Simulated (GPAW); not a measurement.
**CdTe: band structure with vdW-DF2**

**What was measured.**

A printed reference work, data compilation reports, for a bulk crystal of CdTe at 0 K: band gap 1.607 eV.

CdTe:

```
CELL_PARAMETERS angstrom
0.00000 3.20500 3.20500
3.20500 0.00000 3.20500
3.20500 3.20500 0.00000
ATOMIC_POSITIONS crystal
Te 0.75000 0.75000 0.75000
Cd 0.00000 0.00000 0.00000
```

| Property | Result |
| --- | --- |
| Program | GPAW 26.7.0 |
| Task | band structure |
| Functional | vdW-DF2 |
| Potentials or basis | GPAW PAW data sets (gpaw-data 1.2.1) |
| Cutoff | 600 eV |
| Basis | pw |
| k mesh | 6 × 6 × 6 |
| Occupations | fermi-dirac, width 0.05 eV |
| Spin | spin-orbit coupling, no magnetisation |
| Maxiter | 150 |
| Band path | GXWKGLUWLK,UX |
| Band points | 80 |
| spin axis theta (degrees) | 90 |
| spin axis phi (degrees) | 45 |
| Soc after scf | second variation |

The band gap on the k mesh is 0.39 eV, direct and the band gap along the path is 0.40 eV, direct.

Levels at the corners of the path, in eV from the valence-band top:
```csv
point,band 14,band 15,band 16,band 17,band 18,band 19,band 20,band 21,band 22,band 23
Γ,-0.98,0.00,0.00,0.00,0.00,0.40,0.40,4.02,4.02,4.42
X,-4.81,-2.48,-2.48,-2.10,-2.10,2.13,2.13,2.29,2.29,8.35
W,-4.53,-3.12,-2.60,-2.59,-2.57,3.70,4.17,4.26,4.34,5.13
K,-4.57,-3.23,-2.90,-1.95,-1.90,2.47,2.50,4.05,4.27,6.97
Γ,-0.98,0.00,0.00,0.00,0.00,0.40,0.40,4.02,4.02,4.42
L,-4.95,-1.44,-1.44,-0.84,-0.84,1.44,1.44,4.77,4.77,4.94
U,-4.57,-3.23,-2.90,-1.95,-1.90,2.47,2.50,4.05,4.27,6.97
W,-4.53,-3.12,-2.60,-2.59,-2.57,3.70,4.17,4.26,4.34,5.13
L,-4.95,-1.44,-1.44,-0.84,-0.84,1.44,1.44,4.77,4.77,4.94
K,-4.57,-3.23,-2.90,-1.95,-1.90,2.47,2.50,4.05,4.27,6.97
U,-4.57,-3.23,-2.90,-1.95,-1.90,2.47,2.50,4.05,4.27,6.97
X,-4.81,-2.48,-2.48,-2.10,-2.10,2.13,2.13,2.29,2.29,8.35
```

Wall time 56 s on 1 thread of Intel(R) Xeon(R) Platinum 8375C CPU @ 2.90GHz (Ice Lake), with other jobs on the host, peak memory 0.37 GiB.

Measured gap of CdTe: 1.607 eV (0 K; a printed reference work, data compilation). This calculation gives 0.40 eV (-1.21 eV). So large a miss can be the level of theory's own, or it may mean another phase, state or a wrong row. The value is that of vdW-DF2, without temperature or zero-point motion.

Caveat: spin-orbit coupling was added after a scalar SCF, so levels and gaps hold it while energy, forces, pressure and moments don't; this program's spin-orbit splittings come out too wide for heavy elements.
